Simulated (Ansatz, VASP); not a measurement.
# LiCl in VASP and in Ansatz

The input INCAR:

```
PREC = Accurate
ENCUT = 520
EDIFF = 1E-6
ISMEAR = 0
SIGMA = 0.02
LREAL = F
LASPH = T
NELM = 100
ALGO = Normal
ISIF = 2
LWAVE = F
LCHARG = F
GGA = PE
NBANDS = 12
```

Contents of KPOINTS:

```
regular mesh
0
Gamma
  8 8 8
```

The input POSCAR:

```
LiCl
1.0
    0.0000000000      2.6704024644      2.6704024644
    2.6704024644      0.0000000000      2.6704024644
    2.6704024644      2.6704024644      0.0000000000
Li Cl
1 1
Direct
    0.0000000000      0.0000000000      0.0000000000
    0.5000000000      0.5000000000      0.5000000000
```

Input for Ansatz:

```yaml
crystal:
  lattice:
    - [0.0, 2.6704024644, 2.6704024644]
    - [2.6704024644, 0.0, 2.6704024644]
    - [2.6704024644, 2.6704024644, 0.0]
  atoms:
    - { symbol: Li, position: [0.0, 0.0, 0.0] }
    - { symbol: Cl, position: [0.5, 0.5, 0.5] }
basis:
  ecutwfc: 420
kpoints:
  mp_grid: { grid: [8, 8, 8] }
hamiltonian:
  xc: pbe
scf:
  occupations: { method: gaussian, width: 0.02 }
output:
  forces: true
  stress: true
  eigenvalues: true
  write_density: true
  write_potential: true
  elf: true
  volumetric_format: npy
```

Alike in both runs: task single point; functional PBE; k mesh 8 × 8 × 8; occupations gaussian, width 0.02 eV; no spin polarisation.

```csv
,VASP,Ansatz
version,VASP 6.6.1,Ansatz 0.2.0
potentials or method,"VASP PAW PBE potentials, release 64 (Li_sv, Cl)","scalar-relativistic, plane waves, PAW"
plane-wave cutoff (eV),520,420
valence electrons in the cell,10,10
```

```csv
,VASP,Ansatz,Ansatz less VASP
gap on the k mesh at the Fermi level (eV),5.71,5.69,-0.012
least direct gap on the mesh (eV),5.71,5.69,-0.012
```

The functional is the same, so the differences come from potentials, cutoffs and numerics.

 A k mesh can miss the band edges.
